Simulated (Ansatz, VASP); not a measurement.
One calculation of BAs, two programs

The input INCAR:

```
PREC = Accurate ; ENCUT = 520
EDIFF = 1E-7 ; ISMEAR = 0
SIGMA = 0.05 ; LREAL = False
LASPH = True ; NELM = 100
ALGO = Normal ; ISIF = 2
LWAVE = False ; LCHARG = False
GGA = PE ; NBANDS = 11
```

KPOINTS

```
Automatic mesh
0
Gamma
  10 10 10
```

The input POSCAR:

```
BAs
1.0
    0.0000000000      2.5967640545      2.4044111616
    2.5967640545      0.0000000000      2.4044111616
    2.5967640545      2.5967640545      0.0000000000
B As
1 1
Direct
    0.0000000000      0.0000000000      0.0000000000
    0.7500000000      0.7500000000      0.7500000000
```

Input for Ansatz:

```yaml
crystal:
  lattice:
    - [0.0, 2.5967640545, 2.4044111616]
    - [2.5967640545, 0.0, 2.4044111616]
    - [2.5967640545, 2.5967640545, 0.0]
  atoms:
    - { symbol: B, position: [0.0, 0.0, 0.0] }
    - { symbol: As, position: [0.75, 0.75, 0.75] }
basis:
  ecutwfc: 420
kpoints:
  mp_grid: { grid: [10, 10, 10] }
hamiltonian:
  xc: pbe
scf:
  occupations: { method: gaussian, width: 0.05 }
output:
  forces: true
  stress: true
  eigenvalues: true
```

Change from the starting cell: strain +0.080 along x and y, +0.000 along z, atoms carried along.

Alike in both runs: task single point; functional PBE; k mesh 10 × 10 × 10; occupations gaussian, width 0.05 eV; no spin polarisation.

```csv
,VASP,Ansatz
version,VASP 6.6.1,Ansatz 0.2.0
potentials or method,"VASP PAW PBE potentials, release 64 (B, As)","scalar-relativistic, plane waves, PAW"
plane-wave cutoff (eV),520,420
valence electrons in the cell,8,18
```

|  | VASP | Ansatz | Ansatz less VASP |
| --- | --- | --- | --- |
| gap on the k mesh at the Fermi level (eV) | 0.36 | 0.36 | +0.005 |
| least direct gap on the mesh (eV) | 2.14 | 2.13 | -0.008 |
| pressure (GPa) | -14.3 | -14.6 | -0.26 |
| largest component of the traceless stress (GPa) | 7.93 | 7.95 | +0.019 |

The functional is the same, so the differences come from potentials, cutoffs and numerics. The two sets of potentials don't hold the same shells in valence.
